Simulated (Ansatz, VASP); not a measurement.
**Mg2ZnO3 in VASP and in Ansatz**

INCAR

```
SYSTEM = Mg2ZnO3
PREC = Accurate
ENCUT = 520
EDIFF = 1E-6
ISMEAR = 0
SIGMA = 0.01
LREAL = .False.
LASPH = .True.
NELM = 150
ALGO = Normal
ISIF = 2
LWAVE = .False.
LCHARG = .False.
LDAU = .True.
LDAUTYPE = 2
LDAUL = -1 2 -1
LDAUU = 0 4 0
LDAUJ = 0 0 0
LDAUPRINT = 1
GGA = PS
IVDW = 13
NBANDS = 26
```

Contents of KPOINTS:

```
regular mesh
0
Gamma
  7 7 3
  0 0 0
```

Contents of POSCAR:

```
Mg2ZnO3
1.0
    3.0329985900      0.0000000000      0.0000000000
   -1.5164993000      2.6266538300      0.0000000000
    0.0000000000      0.0000000000      7.4033160000
Mg Zn O
2 1 3
Direct
    0.3333333291      0.6666666692      0.6657999996
    0.6666666709      0.3333333308      0.3342000004
    0.0000000000      0.0000000000      0.0000000000
    0.3333333291      0.6666666692      0.1726189994
    0.6666666709      0.3333333308      0.8273810006
    0.0000000000      0.0000000000      0.5000000000
```

Input for Ansatz:

```yaml
crystal:
  lattice:
    - [3.03299859, 0.0, 0.0]
    - [-1.5164993, 2.62665383, 0.0]
    - [0.0, 0.0, 7.403316]
  atoms:
    - { symbol: Mg, position: [0.33333332910726315, 0.6666666692047502, 0.665799999621791] }
    - { symbol: Mg, position: [0.6666666708927368, 0.33333333079524985, 0.33420000037820885] }
    - { symbol: Zn, position: [0.0, 0.0, 0.0] }
    - { symbol: O, position: [0.33333332910726315, 0.6666666692047502, 0.17261899937811648] }
    - { symbol: O, position: [0.6666666708927368, 0.33333333079524985, 0.8273810006218835] }
    - { symbol: O, position: [0.0, 0.0, 0.5] }
kpoints:
  mp_grid:
    grid: [7, 7, 3]
hamiltonian:
  xc: pbesol
  dispersion: d4
  hubbard:
    - { species: Zn, l: d, u_eff: 4.0 }
scf:
  occupations:
    method: fixed
output:
  eigenvalues: true
```

The cell comes from a database or a generator and needn't be the stable form of this composition.

Alike in both runs: task single point; functional PBEsol; dispersion D4; k mesh 7 × 7 × 3; no spin polarisation; Hubbard terms Zn d U = 4.0 eV.

|  | VASP | Ansatz |
| --- | --- | --- |
| version | VASP 6.6.1 | Ansatz 0.2.0 |
| potentials or method | VASP PAW PBE potentials, release 64 (Mg, Zn, O) | plane waves, PAW |
| plane-wave cutoff (eV) | 520 | 420 |
| occupations | gaussian, width 0.01 eV | fixed |
| valence electrons in the cell | 34 | 50 |

|  | VASP | Ansatz | Ansatz less VASP |
| --- | --- | --- | --- |
| gap on the k mesh at the Fermi level (eV) | 3.04 | 2.97 | -0.064 |
| dispersion energy (meV/atom) | -110.4 | -110.4 | -0.02 |

The programs project onto different local orbitals, so the same U acts differently. The two sets of potentials don't hold the same shells in valence.

Caveats: an odd mesh through Γ misses points on the zone boundary, where band edges often lie.
